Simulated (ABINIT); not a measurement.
# Ge (Fd-3m) in ABINIT: a series of runs

Aim: see how the results for Ge move with the level of theory and the settings. Levels: PBEsol, PBE. Tasks: single point, relaxation of cell and atoms.

Everything below comes from runs of ABINIT 10.8.3 (patched build). Logs are shortened: lines on timing, memory, paths and dates and some standing lists are left out, and cuts for length are marked. The log counts tension as positive stress, the text compression.

**The experiment to reproduce.**

“Electronic and optical properties of SixGe1-x-ySny alloys lattice-matched to Ge”, 2021, arxiv:2109.02782 reports, for a bulk crystal of Ge at 300 K: band gap 0.807 eV (direct).

The results are compared with them further down.

### Step 1. The structure

It takes space group Fd-3m (No. 227, cubic). Conventional cell: a = 5.658 Å, b = 5.658 Å, c = 5.658 Å, α = 90.00°, β = 90.00°, γ = 90.00°. Ge (site symmetry -43m) is surrounded by 4 Ge at 2.45 Å.

### Step 2. Single point, PBEsol

run.abi reads:

```
pp_dirpath "./"
pseudos "Ge.upf"

acell 4.0006828887 4.0006828887 4.0006828887 Angstrom
rprim
     0.0000000000     0.7071067812     0.7071067812
     0.7071067812     0.0000000000     0.7071067812
     0.7071067812     0.7071067812     0.0000000000
ntypat 1
znucl 32
natom 2
typat 1 1
xred
     0.7500000000     0.7500000000     0.7500000000
     0.5000000000     0.5000000000     0.5000000000

ecut 35.0

kptopt 1
ngkpt 6 6 6
nshiftk 1
shiftk 0.0 0.0 0.0

ixc -116133

nband 18
occopt 3
tsmear 0.05 eV

nstep 100
tolvrs 1.0e-10

iomode 3
prtwf 0
prteig 0
prtebands 0
enunit 1
prtden 1
prtvha 1
prtvclmb 1
prtpot 1
prtelf 1
```

Potentials or basis: PseudoDojo NC SR PBEsol v0.4.1 standard.

Run with:

```bash
$ mpirun --bind-to none -np 4 abinit run.abi > log 2>&1
```

run.abo:

```text
.Version 10.8.3 of ABINIT
 Symmetries : space group Fd -3 m (#227); Bravais cF (face-center cubic)
================================================================================
 Values of the parameters that define the memory need of the present run
     intxc =       0    ionmov =       0      iscf =       7    lmnmax =       6
     lnmax =       6     mgfft =      45  mpssoang =       3    mqgrid =    3001
     natom =       2  nloc_mem =       1    nspden =       1   nspinor =       1
    nsppol =       1      nsym =      48    n1xccc =    2501    ntypat =       1
    occopt =       3   xclevel =       2
       mpw =        3042          nfft =       91125          nkpt =          16
================================================================================
================================================================================

--------------------------------------------------------------------------------
------------- Echo of variables that govern the present computation ------------
--------------------------------------------------------------------------------
 -outvars: echo values of preprocessed input variables --------
            acell      7.5601949762E+00  7.5601949762E+00  7.5601949762E+00 Bohr
              amu      7.26100000E+01
             ecut      3.50000000E+01 Hartree
           enunit           1
              ixc     -116133
         kptrlatt        6    0    0      0    6    0      0    0    6
          kptrlen      4.53611699E+01
            natom           2
            nband          18
            ngfft          45      45      45
             nkpt          16
            nstep         100
             nsym          48
           ntypat           1
           occopt           3
        prtebands           0
           prteig           0
           prtelf           1
           prtpot           1
         prtvclmb           1
           prtvha           1
            prtwf           0
            rprim      0.0000000000E+00  7.0710678120E-01  7.0710678120E-01
                       7.0710678120E-01  0.0000000000E+00  7.0710678120E-01
                       7.0710678120E-01  7.0710678120E-01  0.0000000000E+00
          spgroup         227
           tolvrs      1.00000000E-10
           tsmear      1.83746611E-03 Hartree
            typat      1  1
           xangst      4.2433650000E+00  4.2433650000E+00  4.2433650000E+00
                       2.8289100000E+00  2.8289100000E+00  2.8289100000E+00
            xcart      8.0187977023E+00  8.0187977023E+00  8.0187977023E+00
                       5.3458651349E+00  5.3458651349E+00  5.3458651349E+00
             xred      7.5000000000E-01  7.5000000000E-01  7.5000000000E-01
                       5.0000000000E-01  5.0000000000E-01  5.0000000000E-01
            znucl       32.00000

================================================================================

 chkinp: Checking input parameters for consistency.

================================================================================
== DATASET  1 ==================================================================

--- !DatasetInfo
iteration_state: {dtset: 1, }
dimensions: {natom: 2, nkpt: 16, mband: 18, nsppol: 1, nspinor: 1, nspden: 1, mpw: 3042, }
cutoff_energies: {ecut:  35.0, pawecutdg:  -1.0, }
electrons: {nelect:   2.80000000E+01, charge:   0.00000000E+00, occopt:   3.00000000E+00, tsmear:   1.83746611E-03, }
meta: {optdriver: 0, ionmov: 0, optcell: 0, iscf: 7, paral_kgb: 0, }
...

 Real(R)+Recip(G) space primitive vectors, cartesian coordinates (Bohr,Bohr^-1):
 R(1)=  0.0000000  5.3458651  5.3458651  G(1)= -0.0935302  0.0935302  0.0935302
 R(2)=  5.3458651  0.0000000  5.3458651  G(2)=  0.0935302 -0.0935302  0.0935302
 R(3)=  5.3458651  5.3458651  0.0000000  G(3)=  0.0935302  0.0935302 -0.0935302
 Unit cell volume ucvol=  3.0555120E+02 bohr^3
 Angles (23,13,12)=  6.00000000E+01  6.00000000E+01  6.00000000E+01 degrees

 getcut: wavevector=  0.0000  0.0000  0.0000  ngfft=  45  45  45
         ecut(hartree)=     35.000   => boxcut(ratio)=   2.18535

--- Pseudopotential description ------------------------------------------------
- pspini: atom type   1  psp file is ./Ge.upf
12 -116133 2 -1 1560                          pspcod,pspxc,lmax,lloc,mmax
     nproj     2     2     2

   1.72858076E+03                                ecore*ucvol(ha*bohr**3)
--------------------------------------------------------------------------------

================================================================================

--- !BeginCycle
iteration_state: {dtset: 1, }
solver: {iscf: 7, nstep: 100, nline: 4, wfoptalg: 0, }
tolerances: {tolvrs: 1.00E-10, }
...

     iter   Etot(hartree)      deltaE(h)  residm     vres2
 ETOT  1  -176.67301312100    -1.767E+02 8.178E-01 1.316E+02
 ETOT  2  -178.37120629385    -1.698E+00 1.953E-02 2.029E+02
 ETOT  3  -178.39499714554    -2.379E-02 5.007E-03 4.496E+01
 ETOT  4  -178.39783321477    -2.836E-03 9.663E-04 2.303E+01
 ETOT  5  -178.40076011401    -2.927E-03 7.853E-04 2.788E-02
 ETOT  6  -178.40076341612    -3.302E-06 5.533E-05 1.084E-03
 ETOT  7  -178.40076353016    -1.140E-07 5.903E-05 3.888E-05
 ETOT  8  -178.40076353504    -4.881E-09 3.246E-06 8.824E-07
 ETOT  9  -178.40076353515    -1.053E-10 3.967E-06 2.430E-09
 ETOT 10  -178.40076353516    -7.475E-12 2.144E-07 1.998E-12

 At SCF step   10       vres2   =  2.00E-12 < tolvrs=  1.00E-10 =>converged.

 Compute ELF
--------------------------------------------------------------------------------

 Compute kinetic energy density

 Compute gradient of the electron density
 Electron Localization Function (ELF) [min:0;max:1]
)     Maximum=    7.7716E-01  at reduced coord.    0.6222    0.6222    0.6222
)     Minimum=    1.4534E-07  at reduced coord.    0.7556    0.7556    0.7333
   Integrated=    9.2487E+01

--------------------------------------------------------------------------------
 End of ELF section

 Cartesian components of stress tensor (hartree/bohr^3)
  sigma(1 1)=  4.12265487E-05  sigma(3 2)=  0.00000000E+00
  sigma(2 2)=  4.12265487E-05  sigma(3 1)=  0.00000000E+00
  sigma(3 3)=  4.12265487E-05  sigma(2 1)=  0.00000000E+00

--- !ResultsGS
iteration_state: {dtset: 1, }
comment   : Summary of ground state results
lattice_vectors:
- [  0.0000000,   5.3458651,   5.3458651, ]
- [  5.3458651,   0.0000000,   5.3458651, ]
- [  5.3458651,   5.3458651,   0.0000000, ]
lattice_lengths: [   7.56019,    7.56019,    7.56019, ]
lattice_angles: [ 60.000,  60.000,  60.000, ] # degrees, (23, 13, 12)
lattice_volume:   3.0555120E+02
convergence: {deltae: -7.475E-12, res2:  1.998E-12, residm:  2.144E-07, diffor: null, }
etotal    :  -1.78400764E+02
entropy   :   0.00000000E+00
fermie    :   1.45024536E-01
cartesian_stress_tensor: # hartree/bohr^3
- [  4.12265487E-05,   0.00000000E+00,   0.00000000E+00, ]
- [  0.00000000E+00,   4.12265487E-05,   0.00000000E+00, ]
- [  0.00000000E+00,   0.00000000E+00,   4.12265487E-05, ]
pressure_GPa:  -1.2129E+00
xred      :
- [  7.5000E-01,   7.5000E-01,   7.5000E-01, Ge]
- [  5.0000E-01,   5.0000E-01,   5.0000E-01, Ge]
cartesian_forces: # hartree/bohr
- [ -2.51843729E-29,  -1.25921865E-29,  -0.00000000E+00, ]
- [  2.51843729E-29,   1.25921865E-29,  -0.00000000E+00, ]
force_length_stats: {min:   2.81569849E-29, max:   2.81569849E-29, mean:   2.81569849E-29, }
...

 Integrated electronic density in atomic spheres:
 ------------------------------------------------
 Atom  Sphere_radius  Integrated_density
    1        2.00000         11.55816886
    2        2.00000         11.56182534
================================================================================

 ----iterations are completed or convergence reached----

 Mean square residual over all n,k,spin=   14.524E-10; max=  21.440E-08
 reduced coordinates (array xred) for    2 atoms
       0.750000000000      0.750000000000      0.750000000000
       0.500000000000      0.500000000000      0.500000000000
 rms dE/dt=  2.0565E-28; max dE/dt=  0.0000E+00; dE/dt below (all hartree)
    1       0.000000000000      0.000000000000      0.000000000000
    2      -0.000000000000     -0.000000000000     -0.000000000000

 cartesian coordinates (angstrom) at end:
    1      4.24336500004586     4.24336500004586     4.24336500004586
    2      2.82891000003057     2.82891000003057     2.82891000003057

 cartesian forces (hartree/bohr) at end:
    1     -0.00000000000000    -0.00000000000000    -0.00000000000000
    2      0.00000000000000     0.00000000000000    -0.00000000000000
 frms,max,avg= 1.6256443E-29 2.5184373E-29   0.000E+00  0.000E+00  0.000E+00 h/b

 cartesian forces (eV/Angstrom) at end:
    1     -0.00000000000000    -0.00000000000000    -0.00000000000000
    2      0.00000000000000     0.00000000000000    -0.00000000000000
 frms,max,avg= 8.3593990E-28 1.2950325E-27   0.000E+00  0.000E+00  0.000E+00 e/A
 length scales=  7.560194976249  7.560194976249  7.560194976249 bohr
              =  4.000682888700  4.000682888700  4.000682888700 angstroms
 Fermi (or HOMO) energy (eV) =   3.94632   Average Vxc (eV)= -10.24024
 Eigenvalues (   eV  ) for nkpt=  16  k points:
 kpt#   1, nband= 18, wtk=  0.00463, kpt=  0.0000  0.0000  0.0000 (reduced coord)
 -20.92637  -20.92637  -20.92637  -20.88993  -20.88993  -20.67898  -20.67898  -20.67898
 -20.66701  -20.66701   -8.86959    3.91010    3.92501    3.92501    3.92501    6.45705
   6.45705    6.45705
 prteigrs : prtvol=0 or 1, do not print more k-points.

--- !EnergyTerms
iteration_state     : {dtset: 1, }
comment             : Components of total free energy in Hartree
kinetic             :  1.33971736112047E+02
hartree             :  5.53084623630798E+01
xc                  : -4.31921865967708E+01
Ewald energy        : -9.87503790321150E+01
psp_core            :  5.65725407180514E+00
local_psp           : -1.37078715417192E+02
non_local_psp       : -9.43168628324805E+01
internal            : -1.78400691331626E+02
'-kT*entropy'       : -7.22035291944368E-05
total_energy        : -1.78400763535156E+02
total_energy_eV     : -4.85453208313304E+03
band_energy         : -1.57907038895736E+01
...

 Cartesian components of stress tensor (hartree/bohr^3)
  sigma(1 1)=  4.12265487E-05  sigma(3 2)=  0.00000000E+00
  sigma(2 2)=  4.12265487E-05  sigma(3 1)=  0.00000000E+00
  sigma(3 3)=  4.12265487E-05  sigma(2 1)=  0.00000000E+00

-Cartesian components of stress tensor (GPa)         [Pressure= -1.2129E+00 GPa]
- sigma(1 1)=  1.21292694E+00  sigma(3 2)=  0.00000000E+00
- sigma(2 2)=  1.21292694E+00  sigma(3 1)=  0.00000000E+00
- sigma(3 3)=  1.21292694E+00  sigma(2 1)=  0.00000000E+00

== END DATASET(S) ==============================================================
================================================================================

 -outvars: echo values of variables after computation  --------
            acell      7.5601949762E+00  7.5601949762E+00  7.5601949762E+00 Bohr
           etotal     -1.7840076354E+02
            fcart     -2.5184372924E-29 -1.2592186462E-29 -0.0000000000E+00
                       2.5184372924E-29  1.2592186462E-29 -0.0000000000E+00
            rprim      0.0000000000E+00  7.0710678120E-01  7.0710678120E-01
                       7.0710678120E-01  0.0000000000E+00  7.0710678120E-01
                       7.0710678120E-01  7.0710678120E-01  0.0000000000E+00
           strten      4.1226548663E-05  4.1226548663E-05  4.1226548663E-05
                       0.0000000000E+00  0.0000000000E+00  0.0000000000E+00
           xangst      4.2433650000E+00  4.2433650000E+00  4.2433650000E+00
                       2.8289100000E+00  2.8289100000E+00  2.8289100000E+00
             xred      7.5000000000E-01  7.5000000000E-01  7.5000000000E-01
                       5.0000000000E-01  5.0000000000E-01  5.0000000000E-01
 Calculation completed.
```

Wall time 6.7 s (4 MPI ranks of Intel Xeon 6975P-C (Granite Rapids), shared host); peak memory 0.32 GiB.

What came out:

```
Free energy                                           : -4854.5321 eV
Pressure                                              : -1.2 GPa
Band gap on the k mesh                                : none (metal or under the smearing width)
Valence electrons inside the program's atomic spheres : Ge 11.56 (radii [1.0584] Å)
```

Caveat: this crystal is a semiconductor, whose small gap the functional closes, so the metal is an error of the method.

### Step 3. Relaxation of cell and atoms, PBE, spin-orbit coupling, no magnetisation

run.abi reads:

```
# Pseudopotentials
pp_dirpath "./"
pseudos "Ge.upf"

# Structure
acell 3*1.0 Angstrom
rprim
     0.0000000000     2.8289100000     2.8289100000
     2.8289100000     0.0000000000     2.8289100000
     2.8289100000     2.8289100000     0.0000000000
ntypat 1
znucl 32
natom 2
typat 1 1
chkprim 0
chksymtnons 0
tolsym 1.0e-6
xred
            3/4            3/4            3/4
            1/2            1/2            1/2

# Plane-wave basis
ecut 39.0
ecutsm 0.5

# k points
kptopt 1
ngkpt 6 6 6
nshiftk 1
shiftk 0.0 0.0 0.0

# Exchange and correlation
ixc 11

# Bands and occupations
nband 36
occopt 3
tsmear 0.00183747

# Spin
nspinor 2
nspden 1
so_psp 1*1

# SCF cycle
nstep 80
tolvrs 1.0e-12

# Output
iomode 3
prteig 0
prtebands 0
prtwf 0
prtden 0

# Relaxation
ionmov 2
optcell 2
ntime 50
tolmxf 2.0e-5
dilatmx 1.08
```

Potentials or basis: PseudoDojo NC FR PBE v0.4 standard.

Run with:

```bash
$ mpirun --bind-to none -np 4 abinit run.abi > log 2>&1
```

run.abo:

```text
.Version 10.8.3 of ABINIT
 Symmetries : space group Fd -3 m (#227); Bravais cF (face-center cubic)
================================================================================
 Values of the parameters that define the memory need of the present run
     intxc =       0    ionmov =       2      iscf =       7    lmnmax =      14
     lnmax =      14     mgfft =      48  mpssoang =       5    mqgrid =    3001
     natom =       2  nloc_mem =       1    nspden =       1   nspinor =       2
    nsppol =       1      nsym =      48    n1xccc =    2501    ntypat =       1
    occopt =       3   xclevel =       2
       mpw =        4500          nfft =      110592          nkpt =          16
================================================================================
================================================================================

--------------------------------------------------------------------------------
------------- Echo of variables that govern the present computation ------------
[... 552 lines left out ...]
- sigma(3 3)= -4.21475105E-03  sigma(2 1)=  0.00000000E+00

== END DATASET(S) ==============================================================
================================================================================

 -outvars: echo values of variables after computation  --------
            acell      7.7094981944E+00  7.7094981944E+00  7.7094981944E+00 Bohr
           etotal     -1.7861176471E+02
            fcart     -1.7936620343E-43  1.5805855259E-27 -1.9757319074E-27
                       1.7936620343E-43 -1.5805855259E-27  1.9757319074E-27
            rprim      0.0000000000E+00  7.0710678119E-01  7.0710678119E-01
                       7.0710678119E-01  0.0000000000E+00  7.0710678119E-01
                       7.0710678119E-01  7.0710678119E-01  0.0000000000E+00
           strten     -1.4325647629E-07 -1.4325647629E-07 -1.4325647629E-07
                       0.0000000000E+00  0.0000000000E+00  0.0000000000E+00
           xangst      4.3271654909E+00  4.3271654909E+00  4.3271654909E+00
                       2.8847769939E+00  2.8847769939E+00  2.8847769939E+00
             xred      7.5000000000E-01  7.5000000000E-01  7.5000000000E-01
                       5.0000000000E-01  5.0000000000E-01  5.0000000000E-01
 Calculation completed.
```

Wall time 2.6 min (4 MPI ranks of Intel Xeon 6975P-C (Granite Rapids), shared host); peak memory 0.44 GiB.

Results:

| Quantity | Value |
| --- | --- |
| Free energy | -4860.2737 eV |
| Relaxed volume | 24.01 Å³/atom |
| Relaxed cell | a = 4.080 Å, b = 4.080 Å, c = 4.080 Å, α = 60.00°, β = 60.00°, γ = 60.00° |
| Space group after relaxing (to 0.05 Å) | Fd-3m (No. 227) |
| Energy gained by relaxing | 16.0 meV/atom |
| Ionic steps | 4 |
| Pressure after relaxing | 0.0 GPa |
| Band gap on the k mesh | none (metal or under the smearing width) |

Step by step:
```csv
step,energy change (eV),largest force (eV/Å),pressure (GPa),volume (Å³)
1,0.0000,0.0000,3.91,45.28
2,-0.0118,0.0000,3.06,45.82
3,-0.0320,0.0000,0.08,47.95
4,-0.0320,0.0000,0.00,48.01
```

Final structure:
```yaml
crystal:
  lattice:
    - [0.00000, 2.88478, 2.88478]
    - [2.88478, 0.00000, 2.88478]
    - [2.88478, 2.88478, 0.00000]
  atoms:
    - { symbol: Ge, position: [0.75000, 0.75000, 0.75000] }
    - { symbol: Ge, position: [0.50000, 0.50000, 0.50000] }
```

Caveat: this crystal is a semiconductor, whose small gap the functional closes, so the metal is an error of the method.

### Step 4. Comparison with measurements

Step 2. Against the measured gap of Ge, 0.807 eV (direct; 300 K; “Electronic and optical properties of SixGe1-x-ySny alloys lattice-matched to Ge”, 2021, arxiv:2109.02782), the calculated 0.00 eV is off by -0.81 eV. 3 values of this kind are on record (0.666 to 0.807 eV); this one was drawn at random among those near their median. Spin-orbit coupling on Ge is left out. The value is that of PBEsol on a finite k mesh, which can miss the band edges, without temperature or zero-point motion. Semilocal functionals fall short of measured gaps as a rule.

Step 3. The cell as given is a measured one (22.64 Å³/atom); PBE puts the equilibrium volume +6.0 % from it, thermal expansion not counted.
